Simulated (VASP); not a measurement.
Write the native input for VASP 6.6.1 that does the following.

- Task: single point
- Functional: PBE
- Potentials or basis: VASP PAW PBE potentials, release 64 (Cd)
- Cutoff: 520 eV
- k mesh: 21 × 21 × 21
- Occupations: gaussian, width 0.15 eV
- Spin: no spin polarisation
- Dipole correction: no
- Further INCAR settings: ALGO = Fast; EDIFF = 1e-07; NBANDS = 12

The structure of Cd lies in POSCAR:

```
Cd
1.0
    1.6080291515      0.9283960635      2.4492874100
   -1.6080291515      0.9283960635      2.4492874100
    0.0000000000     -1.8567921270      2.4492874100
Cd
1
Direct
    0.0000000000      0.0000000000      0.0000000000
```

This isn't the form of Cd at room conditions, which is hcp.

One way to write it, as run:

INCAR

```
PREC = Accurate ; ENCUT = 520
EDIFF = 1E-7 ; ISMEAR = 0
SIGMA = 0.15 ; LREAL = F
LASPH = T ; NELM = 100
ALGO = Fast ; ISIF = 2
LWAVE = F ; LCHARG = T
GGA = PE ; LELF = T
LVHAR = T ; NBANDS = 12
```

KPOINTS

```
Automatic mesh
0
Gamma
  21 21 21
```

Potentials or basis: VASP PAW PBE potentials, release 64 (Cd).

Launch:

```bash
$ cat potpaw_PBE.64/Cd/POTCAR > POTCAR
$ mpirun -np 1 vasp_std > vasp.out
```

Results of the run:

* Pressure: 2.3 GPa
* Band gap on the k mesh: none (metal or under the smearing width)

Run time: 2.5 min on 1 thread of AMD EPYC 7R13 Processor (Zen 3) (shared host), peak memory 0.3 GiB.
